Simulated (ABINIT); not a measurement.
The system is ZnS.

```xyz
2
Lattice="0.0000 2.7020 2.7020 2.7020 0.0000 2.7020 2.7020 2.7020 0.0000" Properties=species:S:1:pos:R:3 pbc="T T T"
Zn    4.0530    4.0530    4.0530
S     0.0000    0.0000    0.0000
```

```yaml
Program: ABINIT 10.8.3 (patched build)
Task: relaxation of cell and atoms
Functional: PBEsol
Potentials_or_basis: PseudoDojo NC SR PBEsol v0.4.1 standard
Cutoff: 1143 eV
k_mesh: 7 × 7 × 7
Occupations: fermi-dirac, width 0.05 eV
Spin: no spin polarisation
```

At the start: pressure -2.0 GPa; volume 19.73 Å³/atom.

Task: How do energy, volume and symmetry change on relaxing?

Result: Over 4 steps the energy falls by 3.4 meV/atom and the volume is 19.20 Å³/atom (-2.7 %); space group F-43m (No. 216, to 0.05 Å).

The path:
```csv
step,energy change (eV),largest force (eV/Å),pressure (GPa),volume (Å³)
1,0.0000,0.0000,-2.02,39.45
2,-0.0027,0.0000,-1.58,39.21
3,-0.0068,0.0000,0.07,38.36
4,-0.0068,0.0000,0.00,38.40
```

Final structure:
```
Zn S
1.0
     0.00000    2.67764    2.67764
     2.67764    0.00000    2.67764
     2.67764    2.67764    0.00000
Zn S
1 1
Direct
  0.75000 0.75000 0.75000
  0.00000 0.00000 0.00000
```
